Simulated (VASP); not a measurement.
Crystal: C.

```
C
1.0
     4.45543    0.00000    0.00000
     0.00000    4.45543    0.00000
     0.00000    0.00000    4.45543
C
8
Direct
  0.50000 0.50000 0.50000
  0.00000 0.00000 0.00000
  0.25000 0.00000 0.50000
  0.50000 0.25000 0.00000
  0.50000 0.75000 0.00000
  0.75000 0.00000 0.50000
  0.00000 0.50000 0.75000
  0.00000 0.50000 0.25000
```

The cell was built by a generator and needn't be a form met in nature.

* Program: VASP 6.6.1
* Task: relaxation of cell and atoms
* Functional: r2SCAN
* Potentials or basis: VASP PAW PBE potentials, release 64 (C)
* Cutoff: 600 eV
* k mesh: 4 × 4 × 4
* Occupations: gaussian, width 0.1 eV
* Spin: no spin polarisation

At the start: pressure -27.9 GPa; volume 11.06 Å³/atom.

Problem. Where does the relaxation end?

Solution. Over 6 steps the energy falls by 414.9 meV/atom and the volume is 7.32 Å³/atom (-33.8 %); space group Pm-3n (No. 223, to 0.05 Å).

The path:
| step | energy change (eV) | largest force (eV/Å) | pressure (GPa) | volume (Å³) |
| --- | --- | --- | --- | --- |
| 1 | 0.0000 | 0.0000 | -27.87 | 88.44 |
| 2 | -3.0341 | 0.0000 | -11.32 | 66.04 |
| 3 | -3.2889 | 0.0000 | -4.25 | 60.75 |
| 4 | -2.7549 | 0.0000 | 27.40 | 51.03 |
| 5 | -3.3173 | 0.0000 | -1.26 | 59.16 |
| 6 | -3.3194 | 0.0000 | 0.15 | 58.56 |

Final structure:
```
C
1.0
     3.88321    0.00000    0.00000
     0.00000    3.88321    0.00000
     0.00000    0.00000    3.88321
C
8
Direct
  0.50000 0.50000 0.50000
  0.00000 0.00000 0.00000
  0.25000 0.00000 0.50000
  0.50000 0.25000 0.00000
  0.50000 0.75000 0.00000
  0.75000 0.00000 0.50000
  0.00000 0.50000 0.75000
  0.00000 0.50000 0.25000
```

Caveat: the volume moved by over 15 % at a fixed basis, so the end points are rough; the PAW data sets were made with another functional, which shifts forces and pressure a little.
